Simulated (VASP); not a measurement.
# A VASP 6.6.1 relaxation on InAs

INCAR

```
PREC = Accurate
ISMEAR = -1
EDIFF = 1E-6
LCHARG = .FALSE.
LREAL = .FALSE.
ISIF = 3
ENCUT = 600
NSW = 40
LWAVE = .FALSE.
METAGGA = RTPSS
SIGMA = 0.02
EDIFFG = -5E-3
NELM = 71
LASPH = .TRUE.
NBANDS = 16
IBRION = 2
```

KPOINTS

```
KPOINTS created by Atomic Simulation Environment
0
Gamma
8 8 8
0 0 0
```

POSCAR

```
In As
 1.0000000000000000
     0.0000000000000000    2.9721991858000001    2.9721991858000001
     2.9721991858000001    0.0000000000000000    2.9721991858000001
     2.9721991858000001    2.9721991858000001    0.0000000000000000
 In  As
   1   1
Cartesian
  0.0000000000000000  0.0000000000000000  0.0000000000000000
  1.4860995929000000  1.4860995929000000  1.4860995929000000
```

The recommended PBE PAW datasets give the neutral cell 18 valence electrons.

Command

```
mpirun -np 1 vasp_std
```

Question: Predict the outcome of this run.

Answer: It converged. Results: relaxed cell vector lengths 4.327, 4.327, 4.327 Å; relaxed cell volume 57.29 Å³.

OSZICAR

```
N       E                     dE             d eps       ncg     rms          rms(c)
DAV:   1     0.138735705865E+03    0.13874E+03   -0.91606E+03   928   0.139E+03
DAV:   2     0.192583356516E+02   -0.11948E+03   -0.11493E+03  1008   0.321E+02
DAV:   3     0.113606846807E+02   -0.78977E+01   -0.78594E+01  1224   0.837E+01
DAV:   4     0.111925068796E+02   -0.16818E+00   -0.16815E+00  1064   0.126E+01
DAV:   5     0.111860247379E+02   -0.64821E-02   -0.64820E-02  1384   0.228E+00    0.729E+00
DAV:   6     0.164813815237E+02    0.52954E+01   -0.11528E+01  1112   0.615E+01    0.261E+00
DAV:   7     0.166195810272E+02    0.13820E+00   -0.30962E-01  1128   0.544E+00    0.173E+00
DAV:   8     0.166641982657E+02    0.44617E-01   -0.24051E-01  1016   0.444E+00    0.641E-01
DAV:   9     0.166589915698E+02   -0.52067E-02   -0.15659E-02  1200   0.817E-01    0.375E-01
DAV:  10     0.166589902345E+02   -0.13353E-05   -0.17522E-03  1128   0.316E-01    0.110E-01
...
DAV:   1     0.162617734831E+02   -0.33860E+00   -0.77904E+00  1256   0.484E+01    0.368E+00
DAV:   2     0.165371895160E+02    0.27542E+00   -0.58029E-01  1152   0.186E+01    0.133E+00
DAV:   3     0.165777660393E+02    0.40577E-01   -0.12118E-01  1216   0.712E+00    0.402E-01
DAV:   4     0.165787922450E+02    0.10262E-02   -0.79247E-03  1072   0.783E-01    0.206E-01
DAV:   5     0.165787381026E+02   -0.54142E-04   -0.43935E-04  1208   0.218E-01    0.825E-02
DAV:   6     0.165786571817E+02   -0.80921E-04   -0.12408E-04  1352   0.113E-01    0.172E-02
DAV:   7     0.165786598104E+02    0.26287E-05   -0.13143E-05  1104   0.385E-02    0.432E-03
DAV:   8     0.165786642420E+02    0.44316E-05   -0.32491E-06  1128   0.245E-02    0.218E-03
DAV:   9     0.165786645931E+02    0.35119E-06   -0.53148E-07   800   0.738E-03
   3 F= 0.16578665E+02 E0= 0.16578740E+02  d E =-.800887E-01
```

```
ionic step  ΔE (meV/atom)  volume (Å³)  largest force (eV/Å)  pressure (GPa)  electronic steps
         1            0.0        52.51                 0.000            5.83                16
         2          -29.2        60.11                 0.000           -2.36                11
         3          -40.0        57.29                 0.000            0.01                 9
```

For comparison, a separate PBE relaxation on usual settings, not on those above, ends at 59.32 Å³.
